Four short bonds, four long ones

An aluminium atom in CsCl-type TiAl sits at the centre of a cube with titanium at its eight corners. Push it along a cube edge and four of its bonds shorten while the other four lengthen. Push it the opposite way and the two groups merely change roles, so energy and pressure can contain only even powers of the displacement and the force only odd ones. To lowest order, doubling the displacement should therefore double the force and multiply both the energy and the pressure change by four.

One Al atom in an 8-atom cell of CsCl-type TiAl (a = 3.156 Å) is moved along [001], all else fixed. Ansatz 0.2.0 ran scalar-relativistic plane-wave PAW DFT with PBEsol, no spin polarisation, a 420 eV cutoff, a 14×14×14 k mesh and 0.15 eV Gaussian smearing. Energies are free energies relative to the undisturbed cell, and pressure is positive in compression.

```
displacement (Å)  energy change (eV a cell)  force along direction (eV/Å summed over the moved atoms)  pressure (GPa)
           -0.45                      0.684                                                     2.937            2.35
           -0.15                      0.080                                                     1.052            0.27
               0                      0.000                                                     0.000            0.01
           0.075                      0.020                                                    -0.532            0.07
           0.225                      0.177                                                    -1.551            0.60
             0.3                      0.312                                                    -2.028            1.05
           0.375                      0.481                                                    -2.486            1.64
```

The calculation, a density functional one without spin, follows this closely. Because the sign of the displacement doesn't matter, the row at −0.45 Å serves as the double of the one at 0.225 Å. Between them the pressure change grows by a factor of 3.97, very near four. The energy change goes from 0.177 to 0.684 eV, a little short of fourfold. No row is out of line: the steps look uneven because the displacements are unevenly spaced and because energy and pressure grow roughly as the square.

Force and energy tell one story

The force along the direction, F, always points back to the site. It is minus the slope of the energy change E with respect to the displacement x:

F = −dE/dx

If F were strictly proportional to x, the well would be a parabola. Its stiffness, taken from the row at 0.075 Å, is 7.09 eV/Å², and at 0.45 Å such a parabola lies 5 % above the computed energy. The true well is slightly softer because the force per displacement has fallen by 8 % on the way.

A least-squares fit to the forces of all seven rows, with one term in x and one in x³, summarises this softening. Its integral returns the energies to within 2 meV, so forces and energies agree as slope and height should. The restoring force holds for this one motion, in which one aluminium atom in four moves in step. It doesn't prove the crystal stable: the known ground state of TiAl is a tetragonal structure, reached by a strain that the fixed cell forbids.

A bead between two springs

Why is the force so nearly linear when real bonds are not linear springs? Take a simpler system: a bead on a line, squeezed between two equal springs that rest against walls. Let each spring push with

f = f₀ − kδ + gδ²

where δ is its change of length, f₀ its push at rest, k its stiffness and g the amount by which it steepens on compression. Move the bead by x, so that one spring shortens by x and the other lengthens by x. The difference of the two pushes drives the bead back, and their sum bears on the walls:

difference = 2kx
sum = 2f₀ + 2gx²

The steepening has vanished from the force on the bead and survives in the load on the walls. In the crystal, the moved atom is the bead and the pressure of the fixed cell is the load on the walls. The comparison stops at geometry, for the crystal's bonds lie at an angle to the motion and turn as the atom moves.

Two constants for a real bond

To carry the idea over to the crystal, let each Ti–Al bond act only along its own line. Its stiffness k and its push at rest f₀ can be read from the forces on titanium in the row at 0.075 Å. Each titanium atom lies between two moved aluminium atoms, one coming nearer and one receding, because the cell repeats. With d = 2.733 Å for the undisturbed bond, its force per displacement, first along the motion and then along either sideways axis, is

2(k − 2f₀/d)/3 = 0.1233/0.075 eV/Å²
2(k + f₀/d)/3 = 0.1588/0.075 eV/Å²

which gives k = 2.94 eV/Å² and f₀ = 0.647 eV/Å. The push at rest must be balanced by cohesion. The model assigns that to the electrons as a whole and lets it depend on volume alone, so that in a fixed cell it drops out of every change.

Now compare two laws that share these constants. In one the push grows exponentially as the bond shortens, and in the other it changes linearly. At 0.45 Å they give restoring forces of 2.88 and 2.89 eV/Å, too close to decide between the two laws. Their pressure changes are +2.8 and −1.3 GPa.

The estimate at 0.45 Å

The row at −0.45 Å played no part in setting the constants. There the near bonds measure 2.501 Å and the far ones 3.015 Å. The exponential law has a decay rate of k/f₀ = 4.54 per Å, so the pushes are

near: 0.647 × exp(4.54 × 0.232) = 1.86 eV/Å
far: 0.647 × exp(−4.54 × 0.282) = 0.18 eV/Å

The pressure change follows from push times length, summed over the eight bonds, less the same sum at rest, divided by three times the cell volume:

4 × (1.86 × 2.501 + 0.18 × 3.015) − 8 × 0.647 × 2.733 = 6.6 eV
6.6 eV / (3 × 8 × 15.72 Å³) = 0.0176 eV/Å³ = 2.8 GPa

The calculation gives 2.35 − 0.01 = 2.34 GPa. The model is thus about a fifth too high, and it is so at the smaller displacements too.

Much of that closeness is luck. The forces on titanium in this row, 0.928 eV/Å along each sideways axis and 0.647 eV/Å along the motion, fix the two pushes without any assumed law, as long as they act along the bonds: 1.52 eV/Å near and 0.05 eV/Å far. The near bonds still gain more push than the far ones lose, but the same sum now gives only 0.7 GPa. Read this way, steepening bonds give the right sign, while more than half of the pressure must come from what the eight bonds leave out.

Linear springs fail in a more telling way, since they get the sign wrong. The far bonds stretch by more than the near ones shrink, so with a linear law the loss of push outweighs the gain, and it also acts over longer bonds. Only a push that steepens enough on compression can turn the balance. Within this picture of eight bonds, then, a positive pressure needs steepening repulsion. Ordinary thermal expansion has a similar root: atoms that swing about their sites usually press the crystal outwards. The pressures here belong to a frozen pattern of displacements, however, and don't yield an expansion coefficient.

Where the pressure acts

The printed pressure is an average over three axes, one of which differs greatly from the other two. At 0.45 Å the stress is 3.24 GPa along each of the two sideways axes but only 0.57 GPa along the motion. In the model, the turning of the bonds gives a difference of this sign. The near bonds, which push hardest, have swung towards the sideways directions, while the far bonds, which point more along the motion, have lost most of their push. The push to widen the cell is thus much stronger across the motion than along it. How far a released cell would yield depends on its elastic constants, which this scan doesn't give.

What the bonds leave unexplained

The model is weakest on the softening of the force. Both laws predict that the force per displacement falls by 2 to 3 %, the small net result of changes in the length and direction of both near and far bonds. The forces on the other atoms, which together balance the force on the moved one, show a much larger effect. The titanium share per displacement falls by 12.5 %, while the aluminium share rises from 0.52 to 0.77 eV/Å².

So most of the softening arises on the titanium side, and it is partly hidden by the aluminium atom straight ahead in the line of motion. The share of that atom goes from −0.19 to 0.15 eV/Å², while that of the two at the sides falls from 0.71 to 0.62 eV/Å². The split also warns against a flattering comparison. The model's 2.88 eV/Å looks close to the full computed force of 2.94 eV/Å, but it describes titanium only, whose share is 2.59 eV/Å: four atoms with 0.647 eV/Å each along the motion, a value that equals f₀ only by chance. The missing softening needs no new kind of force. The pushes read directly from the titanium forces at 0.45 Å lie between those of the linear and the exponential law, so a push that steepens more gently than the exponential can supply it. Such steepening should soften the force, because the far bonds change more in length and point more along the motion than the near ones. In the exponential law a further hardening nearly cancels this. Forces off the bond lines aren't ruled out, and the shortfall in pressure shows that the eight bonds are not the whole story.

The same push in another structure

In TiAl the force has no term in x² because each bond has a partner on the opposite side. In a crystal of the zinc blende type an atom has four neighbours at the corners of a tetrahedron, and no bond has such a partner. Push the atom straight at one neighbour and the steepening of that bond enters the force at once, as a term in x². Pushes towards and away from the neighbour then cost different energies, and a scan would need both signs. Along a cube edge the two senses are alike even there, because a quarter turn combined with a reflection swaps them.

For a neighbouring case, first look for the opposite partner. Where every neighbour, near or far, has a like partner opposite, the force has no term in x², so for small displacements expect it to stay nearly linear, unless the linear term is itself weak or negative, and expect a pressure change that grows as the square of the displacement. There the steepening of the bonds enters the pressure at a lower power of the displacement than it enters the force. The pressure isn't a clean measure of it, though, since the turning of the bonds and forces beyond them can contribute at the same power.
